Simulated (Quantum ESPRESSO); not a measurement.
**Te under changes of volume**

One of the cells (35.199 Å³/atom); the others are scaled copies at fixed shape and fractional positions:

```
CELL_PARAMETERS angstrom
-2.95779 3.87597 1.53515
2.95779 -3.87597 1.53515
2.95779 3.87597 -1.53515
ATOMIC_POSITIONS crystal
Te 0.00093 0.75093 0.25000
Te 0.99907 0.24907 0.75000
```

This isn't the form of Te at room conditions, which is trigonal, of chains.

| Property | Result |
| --- | --- |
| Program | Quantum ESPRESSO 7.5 |
| Functional | PBE |
| Potentials or basis | SSSP 1.3 efficiency PBE |
| Cutoff | 748 eV |
| Density cutoff | 5987 eV |
| k mesh | 10 × 10 × 10 |
| Occupations | fermi-dirac, width 0.05 eV |
| Spin | no spin polarisation |

| volume (Å³/atom) | energy over the lowest point (meV/atom) | pressure (GPa) |
| --- | --- | --- |
| 33.087 | ? | ? |
| 33.791 | 14.67 | 2.7 |
| 34.495 | 5.47 | 1.6 |
| 35.199 | 0.75 | 0.6 |
| 35.903 | 0.00 | -0.2 |
| 36.607 | 2.77 | -1.0 |
| 37.311 | 8.64 | -1.6 |

Question: What does the run at 33.087 Å³/atom give?

Answer: Energy over the lowest point 28.90 meV/atom; pressure 3.9 GPa.

Worked out: A Birch-Murnaghan fit of order 3 (a polynomial in V^(-2/3)) to the other rows has its minimum at 35.69 Å³/atom with B0 = V·E''(V) = 42 GPa and B' = 5.2 at fixed shape and positions, which overstates the stiffness. It gives 28.94 meV/atom at 33.087 Å³/atom, against the run's 28.90, and -dE/dV = 3.9 GPa, against 3.9.

Energies are extrapolated to zero smearing.

Caveats: this functional lacks dispersion, which binds the layers, so the pressure and a relaxed spacing across them are unreliable (some runs).
